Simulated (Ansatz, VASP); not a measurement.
One calculation of Al2Cu, two programs

Contents of INCAR:

```
  PREC = Accurate
  ENCUT = 520
  EDIFF = 1E-6
  ISMEAR = 0
  SIGMA = 0.15
  LREAL = F
  LASPH = T
  NELM = 60
  ALGO = Fast
  ISIF = 2
  LWAVE = F
  LCHARG = F
  GGA = PE
  NBANDS = 16
```

KPOINTS

```
Automatic mesh
0
Gamma
  10 10 14
```

Contents of POSCAR:

```
Al2Cu
1.0
    4.2311976689      0.0000000000      0.0000000000
    0.0000000000      4.2311976689      0.0000000000
    0.0000000000      0.0000000000      2.8847334069
Al Cu
2 1
Direct
    0.5000000000      0.0039076392      0.5000000000
    0.0000000000      0.4827718519      0.5000000000
    0.0000000000      0.0056558685      0.0000000000
```

Input for Ansatz:

```yaml
crystal:
  lattice:
    - [4.2311976689, 0.0, 0.0]
    - [0.0, 4.2311976689, 0.0]
    - [0.0, 0.0, 2.8847334069]
  atoms:
    - { symbol: Al, position: [0.5, 0.0039076392, 0.5] }
    - { symbol: Al, position: [0.0, 0.4827718519, 0.5] }
    - { symbol: Cu, position: [0.0, 0.0056558685, 0.0] }
basis:
  ecutwfc: 520.0
kpoints:
  mp_grid: { grid: [10, 10, 14] }
hamiltonian:
  xc: pbe
  pseudopotentials: { kind: paw, azcp: { folder: soft_1 } }
scf:
  occupations: { method: gaussian, width: 0.15 }
output:
  forces: true
  stress: true
  eigenvalues: true
```

Change from the starting cell: mode 9 frozen in at -0.071 Å, equal normal strain along x and y +0.0267.

Alike in both runs: task single point; functional PBE; k mesh 10 × 10 × 14; occupations gaussian, width 0.15 eV; no spin polarisation.

```csv
,VASP,Ansatz
version,VASP 6.6.1,Ansatz 0.2.0
potentials or method,"VASP PAW PBE potentials, release 64 (Al, Cu)","scalar-relativistic, plane waves, PAW"
plane-wave cutoff (eV),520,520
valence electrons in the cell,17,25
```

VASP gave:

* gap on the k mesh at the Fermi level (eV): none
* pressure (GPa): -3.4
* largest component of the traceless stress (GPa): 0.73
* rms of the force components (eV/Å): 0.290

Q: What did Ansatz give for the same quantities?

A: gap on the k mesh at the Fermi level (eV): none; pressure (GPa): -3.7; largest component of the traceless stress (GPa): 0.76; rms of the force components (eV/Å): 0.288.

Atom by atom the forces differ by 0.002 eV/Å (rms over components). A gap of «none» marks a metal or a gap that the smearing closes. With one functional, cell and mesh, what is left measures potentials, basis and numerics. The two sets of potentials don't hold the same shells in valence.
